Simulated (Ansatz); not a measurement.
**Ge under changes of volume**

One of the cells (22.639 Å³/atom); the others are scaled copies at fixed shape and fractional positions:

```
Ge
1.0
     0.00000    2.82891    2.82891
     2.82891    0.00000    2.82891
     2.82891    2.82891    0.00000
Ge
2
Direct
  0.75000 0.75000 0.75000
  0.50000 0.50000 0.50000
```

```yaml
Program: Ansatz 0.2.0
Functional: PBE
Potentials_or_basis: Ansatz PAW
Cutoff: "420 eV (not typed: the program's choice for these potentials)"
k_mesh: 8 × 8 × 8
Occupations: fermi-dirac, width 0.05 eV
Spin: no spin polarisation
```

```tsv
volume (Å³/atom)	energy over the lowest point (meV/atom)	pressure (GPa)
21.281	?	?
21.733	43.11	7.0
22.186	26.00	5.2
22.639	13.63	3.6
23.092	5.38	2.2
23.545	0.97	0.9
23.997	0.00	-0.2
```

What does the run at 21.281 Å³/atom give?

Energy over the lowest point 65.63 meV/atom; pressure 9.0 GPa.

Worked out: A Birch-Murnaghan fit of order 3 (a polynomial in V^(-2/3)) to the other rows has its minimum at 23.91 Å³/atom with B0 = V·E''(V) = 59 GPa and B' = 4.3. It gives 65.30 meV/atom at 21.281 Å³/atom, against the run's 65.63, and -dE/dV = 8.8 GPa, against 9.0.

Energies are extrapolated to zero smearing.
